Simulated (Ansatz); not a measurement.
## CdO (Monteponite) in Ansatz: convergence with xc grid

The system is CdO (Monteponite).

```
CELL_PARAMETERS angstrom
0.00000 2.34950 2.34950
2.34950 0.00000 2.34950
2.34950 2.34950 0.00000
ATOMIC_POSITIONS crystal
Cd 0.00000 0.00000 0.00000
O 0.50000 0.50000 0.50000
```

* Program: Ansatz 0.2.0
* Task: convergence study
* Functional: PBE
* Potentials or basis: Ansatz PAW
* Cutoff: 420 eV (not typed: the program's choice for these potentials)
* k mesh: 8 × 8 × 8
* Occupations: cold, width 0.05 eV
* Spin: spin-orbit coupling, no magnetisation

These are the settings of the first run; the series varies xc grid, with any setting tied to it.

Hardware: 2 threads of Arm Neoverse V1, on a shared host.

| xc grid | energy less the tightest run, at zero smearing (meV/atom) | SCF cycles | CPU time (s) | peak memory (GiB) |
| --- | --- | --- | --- | --- |
| 1 | 0.00 | 8 | 4.1 | 0.35 |
| 2 | 0.01 | 8 | 4.2 | 0.35 |
| 3 | 0.00 | 8 | 4.5 | 0.36 |
| 4 | 0.00 | 8 | 4.8 | 0.39 |
| 5 | 0.00 | 8 | 5.5 | 0.42 |

Against the tightest run, the energy stays within 1 meV/atom from 1 on. The tightest run that finished is the yardstick and may itself not be fully converged.
